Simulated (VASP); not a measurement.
# Na2S (Fm-3m) in VASP: a series of runs

Runs on Na2S. Level: PBE. Tasks: single point.

Everything below comes from runs of VASP 6.6.1. Logs are shortened: lines on timing, memory, paths and dates and some standing lists are left out, and cuts for length are marked.

### 1 Starting point

Symmetry: Fm-3m, No. 225, cubic system. The conventional cell has a = 6.547 Å, b = 6.547 Å, c = 6.547 Å, α = 90.00°, β = 90.00°, γ = 90.00°. S (site symmetry m-3m) has 8 Na at 2.83 Å as nearest neighbours. Na (site symmetry -43m) is surrounded by 4 S at 2.83 Å.

### 2 Single point, PBE

Contents of INCAR:

```
SYSTEM = Na2S
PREC = Accurate
ENCUT = 400
EDIFF = 1E-6
ISMEAR = 0
SIGMA = 0.05
LREAL = .FALSE.
LASPH = .TRUE.
NELM = 100
ALGO = Normal
ISIF = 2
LWAVE = .FALSE.
LCHARG = .FALSE.
GGA = PE
NBANDS = 17
ADDGRID = .FALSE.
```

Contents of KPOINTS:

```
Automatic mesh
0
G
  9 9 9
  0 0 0
```

Contents of POSCAR:

```
Na2S
1.0
    0.0000000000      3.2735000000      3.2735000000
    3.2735000000      0.0000000000      3.2735000000
    3.2735000000      3.2735000000      0.0000000000
S Na
1 2
Direct
    0.0000000000      0.0000000000      0.0000000000
    0.7500000000      0.7500000000      0.7500000000
    0.2500000000      0.2500000000      0.2500000000
```

Potentials or basis: VASP PAW PBE potentials, release 64 (S, Na_pv).

Run with:

```sh
> cat potpaw_PBE.64/S/POTCAR potpaw_PBE.64/Na_pv/POTCAR > POTCAR
> mpirun -np 1 vasp_std > vasp.out
```

OUTCAR:

```text
SYSTEM = Na2S
   PREC = Accurate
   ENCUT = 400
   EDIFF = 1E-6
   ISMEAR = 0
   LREAL = .FALSE.
   LASPH = .TRUE.
   NELM = 100
   ISIF = 2
   GGA = PE

 Found     35 irreducible k-points:

 Following reciprocal coordinates:
            Coordinates               Weight
  0.000000  0.000000  0.000000      1.000000
  0.111111  0.000000  0.000000      8.000000
  0.222222  0.000000  0.000000      8.000000
  0.333333  0.000000  0.000000      8.000000
  0.444444  0.000000  0.000000      8.000000
  0.111111  0.111111  0.000000      6.000000
   k-points           NKPTS =     35   k-points in BZ     NKDIM =     35   number of bands    NBANDS=     17
   number of dos      NEDOS =    301   number of ions     NIONS =      3
   total plane-waves  NPLWV =  27000
   dimension x,y,z NGX =    30 NGY =   30 NGZ =   30
   dimension x,y,z NGXF=    60 NGYF=   60 NGZF=   60
   ions per type =               1   2
   NGX,Y,Z   is equivalent  to a cutoff of  10.77, 10.77, 10.77 a.u.
   NGXF,Y,Z  is equivalent  to a cutoff of  21.55, 21.55, 21.55 a.u.
 SYSTEM =  Na2S
   PREC   = accura    normal or accurate (medium, high low for compatibility)
   ISTART =      0    job   : 0-new  1-cont  2-samecut
   ICHARG =      2    charge: 1-file 2-atom 10-const
   ISPIN  =      1    spin polarized calculation?
   LNONCOLLINEAR =      F non collinear calculations
   LSORBIT =      F    spin-orbit coupling
   LASPH  =      T    aspherical Exc in radial PAW
   ENCUT  =  400.0 eV  29.40 Ry    5.42 a.u.   7.55  7.55  7.55*2*pi/ulx,y,z
   NELM   =    100;   NELMIN=  2; NELMDL= -5     # of ELM steps
   EDIFF  = 0.1E-05   stopping-criterion for ELM
[... 8 lines left out ...]
   TEBEG  =    0.0;   TEEND  =   0.0 temperature during run
   PSTRESS=    0.0 pullay stress
   NELECT =      20.0000    total number of electrons
   NUPDOWN=      -1.0000    fix difference up-down
   EMIN   =  10.00;   EMAX   =-10.00  energy-range for DOS
[... 5 lines left out ...]
     AMIX     =   0.40;   BMIX     =  1.00
     AMIX_MAG =   1.60;   BMIX_MAG =  1.00
  volume/ion in A,a.u.               =      23.39       157.81
  Fermi-wavevector in a.u.,A,eV,Ry     =   1.077447  2.036079 15.794888  1.160892
  Thomas-Fermi vector in A             =   2.213359
   LORBIT       =      0    0 simple, 1 ext, 2 COOP (PROOUT), +10 PAW based schemes
   GGA     = PE    functional components
   LHFCALC =     F    Hartree Fock is set to
   AEXX    =    0.0000 exact exchange contribution
   IVDW    =     0    specifies the selected vdW correction
   LEPSILON=     F    determine dielectric tensor
   LRPA    =     F    only Hartree local field effects (RPA)
 non-spin polarized calculation
 Gauss-broadening in eV      SIGMA  =   0.05
  energy-cutoff  :      400.00
  volume of cell :       70.16
 maximum number of plane-waves:      1299
 NGX is ok and might be reduce to    30
   NGX = 15   NGY = 15   NGZ = 15

 number of electron      19.9999960 magnetization

 Free energy of the ion-electron system (eV)
  ---------------------------------------------------
  ext. energy  EPLUGINS =         0.00000000
  ---------------------------------------------------
  free energy    TOTEN  =        -9.97505022 eV

  energy without entropy =       -9.97505022  energy(sigma->0) =       -9.97505022

 E-fermi :   0.4227     XC(G=0):  -7.8127

 val. band max:        0.1760016235   @ k =   0.0000   0.0000   0.0000
 cond. band min:       2.6520030366   @ k =   0.0000   0.0000   0.0000
 fundamental gap:      2.4760014132
 Fermi energy:         0.4227073165

 k-point     1 :       0.0000    0.0000    0.0000
  band No.  band energies     occupation
      1     -22.0676      2.00000
      2     -22.0676      2.00000
      3     -22.0676      2.00000
      4     -22.0144      2.00000
      5     -22.0144      2.00000
      6     -22.0144      2.00000
[... 9 lines left out ...]
     16       9.5254      0.00000
     17      11.3802      0.00000

 k-point     2 :       0.1111    0.0000    0.0000
  band No.  band energies     occupation
      1     -22.0668      2.00000
      2     -22.0663      2.00000
      3     -22.0663      2.00000
      4     -22.0172      2.00000
      5     -22.0162      2.00000
      6     -22.0162      2.00000
[... 9 lines left out ...]
     16       9.1927      0.00000
     17      11.0128      0.00000

 k-point     3 :       0.2222    0.0000    0.0000
  band No.  band energies     occupation
      1     -22.0637      2.00000
      2     -22.0619      2.00000
      3     -22.0619      2.00000
      4     -22.0239      2.00000
      5     -22.0213      2.00000
      6     -22.0212      2.00000
[... 9 lines left out ...]
     16       9.1772      0.00000
     17      10.5367      0.00000

 k-point     4 :       0.3333    0.0000    0.0000
  band No.  band energies     occupation
      1     -22.0585      2.00000
      2     -22.0551      2.00000
      3     -22.0551      2.00000
      4     -22.0328      2.00000
      5     -22.0286      2.00000
      6     -22.0286      2.00000
[... 9 lines left out ...]
     16       9.9285      0.00000
     17      10.5376      0.00000

 k-point     5 :       0.4444    0.0000    0.0000
  band No.  band energies     occupation
      1     -22.0519      2.00000
      2     -22.0467      2.00000
      3     -22.0467      2.00000
      4     -22.0418      2.00000
      5     -22.0374      2.00000
      6     -22.0374      2.00000
[... 9 lines left out ...]
     16      11.0767      0.00000
     17      11.1091      0.00000

 k-point     6 :       0.1111    0.1111    0.0000
  band No.  band energies     occupation
      1     -22.0692      2.00000
      2     -22.0692      2.00000
      3     -22.0601      2.00000
      4     -22.0240      2.00000
      5     -22.0137      2.00000
      6     -22.0137      2.00000
[... 9 lines left out ...]
     16       9.6876      0.00000
     17      11.6592      0.00000

 [... further k-points ...]
[... 5 lines left out ...]
  --------------------------------------------------------------------------------------
  -------------------------------------------------------------------------------------
  Total        0.0570025      0.0570025      0.0570025      0.0000000     -0.0000000      0.0000000
  in kB        1.3017797      1.3017797      1.3017797      0.0000000     -0.0000000      0.0000000
  external PRESSURE =       1.3017797 kB  Pullay stress =       0.0000000 kB

 VOLUME and BASIS-vectors are now :
 -----------------------------------------------------------------------------
  energy-cutoff  :      400.00
  volume of cell :       70.16
      direct lattice vectors                 reciprocal lattice vectors
     0.000000000  3.273500000  3.273500000    -0.152741714  0.152741714  0.152741714
     3.273500000  0.000000000  3.273500000     0.152741714 -0.152741714  0.152741714
     3.273500000  3.273500000  0.000000000     0.152741714  0.152741714 -0.152741714

 POSITION                                       TOTAL-FORCE (eV/Angst)
 -----------------------------------------------------------------------------------
      0.00000      0.00000      0.00000         0.000000      0.000000      0.000000
      4.91025      4.91025      4.91025         0.000000      0.000000     -0.000000
      1.63675      1.63675      1.63675        -0.000000     -0.000000      0.000000
 -----------------------------------------------------------------------------------
    total drift:                                0.000000     -0.000000      0.000000

  FREE ENERGIE OF THE ION-ELECTRON SYSTEM (eV)
  ---------------------------------------------------
  free  energy   TOTEN  =        -9.9750502208 eV

  energy  without entropy=       -9.9750502208  energy(sigma->0) =       -9.97505022
```

Wall time 18 s (1 thread of Intel Xeon Platinum 8488C (Sapphire Rapids), shared host); peak memory 0.17 GiB.

The run converged, but some of its settings lie outside the range that counts as converged, so its numbers aren't taken as properties of the crystal.

Results:

```yaml
Free_energy: -9.9751 eV
Pressure: 0.1 GPa
Band_gap_on_the_k_mesh: 2.48 eV, direct
```

Caveat: an odd mesh through Γ misses points on the zone boundary, where band edges often lie.

### 3 Single point, PBE

Edit INCAR of step 2 so:

```diff
@@ -2,3 +2,3 @@
 PREC = Accurate
-ENCUT = 400
+ENCUT = 900
 EDIFF = 1E-6
```

Contents of KPOINTS:

```
Automatic mesh
0
G
  6 6 6
  0 0 0
```

POSCAR is that of step 2.

Potentials or basis: VASP PAW PBE potentials, release 64 (S, Na_pv).

Run with:

```sh
> cat potpaw_PBE.64/S/POTCAR potpaw_PBE.64/Na_pv/POTCAR > POTCAR
> mpirun -np 1 vasp_std > vasp.out
```

Run time: 32 s. Hardware: 1 thread of Intel Xeon Platinum 8488C (Sapphire Rapids), shared host; peak memory 0.3 GiB.

These settings aren't checked as converged: the numbers below hold their error.

What came out:

```
Free energy            : -9.9754 eV
Pressure               : 0.3 GPa
Band gap on the k mesh : 2.48 eV, direct
```

### 4 Single point, PBE

Edit INCAR of step 3 so:

```diff
@@ -2,3 +2,3 @@
 PREC = Accurate
-ENCUT = 900
+ENCUT = 460
 EDIFF = 1E-6
```

Contents of KPOINTS:

```
Automatic mesh
0
G
  9 9 9
  0 0 0
```

POSCAR is that of step 3.

Run with:

```sh
> cat potpaw_PBE.64/S/POTCAR potpaw_PBE.64/Na_pv/POTCAR > POTCAR
> mpirun -np 1 vasp_std > vasp.out
```

It took 15 s on 1 thread of Intel Xeon Platinum 8488C (Sapphire Rapids), shared host; peak memory 0.17 GiB.

The run converged, but some of its settings lie outside the range that counts as converged, so its numbers aren't taken as properties of the crystal.

Results:

```yaml
Free_energy: -9.9753 eV
Pressure: 0.2 GPa
Band_gap_on_the_k_mesh: 2.48 eV, direct
```

Caveat: an odd mesh through Γ misses points on the zone boundary, where band edges often lie.

### 5 Single point, PBE

Edit INCAR of step 4 so:

```diff
@@ -4,3 +4,3 @@
 EDIFF = 1E-6
-ISMEAR = 0
+ISMEAR = -5
 SIGMA = 0.05
```

KPOINTS is that of step 4.

POSCAR is that of step 4.

Run with:

```sh
> cat potpaw_PBE.64/S/POTCAR potpaw_PBE.64/Na_pv/POTCAR > POTCAR
> mpirun -np 1 vasp_std > vasp.out
```

Wall time 15 s (1 thread of Intel Xeon Platinum 8488C (Sapphire Rapids), shared host); peak memory 0.17 GiB.

The run converged, but some of its settings lie outside the range that counts as converged, so its numbers aren't taken as properties of the crystal.

What came out:

| Quantity | Value |
| --- | --- |
| Free energy | -9.9753 eV |
| Pressure | 0.2 GPa |
| Band gap on the k mesh | 2.48 eV, direct |

Caveat: an odd mesh through Γ misses points on the zone boundary, where band edges often lie.

### 6 Single point, PBE

Edit INCAR of step 5 so:

```diff
@@ -2,5 +2,5 @@
 PREC = Accurate
-ENCUT = 460
+ENCUT = 520
 EDIFF = 1E-6
-ISMEAR = -5
+ISMEAR = 0
 SIGMA = 0.05
```

KPOINTS is that of step 5.

POSCAR is that of step 5.

Potentials or basis: VASP PAW PBE potentials, release 64 (S, Na_pv).

Run with:

```sh
> cat potpaw_PBE.64/S/POTCAR potpaw_PBE.64/Na_pv/POTCAR > POTCAR
> mpirun -np 1 vasp_std > vasp.out
```

Wall time 25 s (1 thread of Intel Xeon Platinum 8488C (Sapphire Rapids), shared host); peak memory 0.2 GiB.

The run converged, but some of its settings lie outside the range that counts as converged, so its numbers aren't taken as properties of the crystal.

What came out:

- Free energy: -9.9755 eV
- Pressure: 0.3 GPa
- Band gap on the k mesh: 2.48 eV, direct

Caveat: an odd mesh through Γ misses points on the zone boundary, where band edges often lie.

### 7 For comparison

An earlier run on the cell as given: functional PBE; potentials or basis VASP PAW PBE potentials, release 64 (S, Na_pv); cutoff 520 eV; k mesh 7 × 7 × 7; occupations fermi-dirac, width 0.05 eV; no spin polarisation.

* Pressure: 0.3 GPa
* Band gap on the k mesh: 2.48 eV, direct
